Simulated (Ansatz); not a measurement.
Ta: relaxation of cell and atoms with PBEsol

Ta:

```
Ta
1.0
     2.90037    0.00000    0.00000
    -1.45019    2.51180    0.00000
     0.00000    0.00000    5.16627
Ta
2
Cartesian
  0.0000 1.6745 1.2916
  1.4502 0.8373 3.8747
```

This isn't the form of Ta at room conditions, which is bcc.

```
Program               : Ansatz 0.2.0
Task                  : relaxation of cell and atoms
Functional            : PBEsol
Potentials or basis   : Ansatz PAW
Cutoff                : 420 eV (not typed: the program's choice for these potentials)
k mesh                : 11 × 11 × 5
Occupations           : fermi-dirac, width 0.05 eV
Spin                  : no spin polarisation
Target pressure       : 2 GPa
Target pressure (GPa) : 2
```

```
Relaxed volume                                         : 17.93 Å³/atom
Relaxed cell                                           : a = 2.851 Å, b = 2.851 Å, c = 5.096 Å, α = 90.00°, β = 90.00°, γ = 120.00°
Space group after relaxing (to 0.05 Å)                 : P6_3/mmc (No. 194)
Energy change on relaxing (the enthalpy is what falls) : -16.0 meV/atom
Ionic steps                                            : 6
Pressure after relaxing                                : 2.0 GPa
Band gap on the k mesh                                 : none (metal or under the smearing width)
```

Step by step:
```csv
step,energy change (eV),largest force (eV/Å),volume (Å³)
1,0.0000,0.0000,37.64
2,-0.0344,0.0000,36.11
3,-0.0326,0.0000,35.88
4,-0.0322,0.0000,35.88
5,-0.0321,0.0000,35.87
6,-0.0321,0.0000,35.87
```

Final structure:
```
CELL_PARAMETERS angstrom
2.85082 0.00000 0.00000
-1.42541 2.46888 0.00000
0.00000 0.00000 5.09586
ATOMIC_POSITIONS crystal
Ta 0.33333 0.66667 0.25000
Ta 0.66667 0.33333 0.75000
```

Levels at points of the mesh, in eV from the Fermi level:
```csv
k point,band 11,band 12,band 13,band 14,band 15,band 16
"(0.00, 0.00, 0.00)",-0.69,-0.02,0.57,0.57,1.17,1.17
```

It took 5.2 s on 2 threads of AMD EPYC 7R13 Processor (Zen 3), with other jobs on the host, peak memory 0.37 GiB.

Caveat: the plane-wave basis is chosen anew once the cell has moved, so the energies of steps on either side of that aren't comparable; the PAW data sets come from PBE, with cores solved anew for the run's functional, which leaves a small shift of forces and pressure. Spin-orbit coupling is left out, which matters for the levels of Ta.
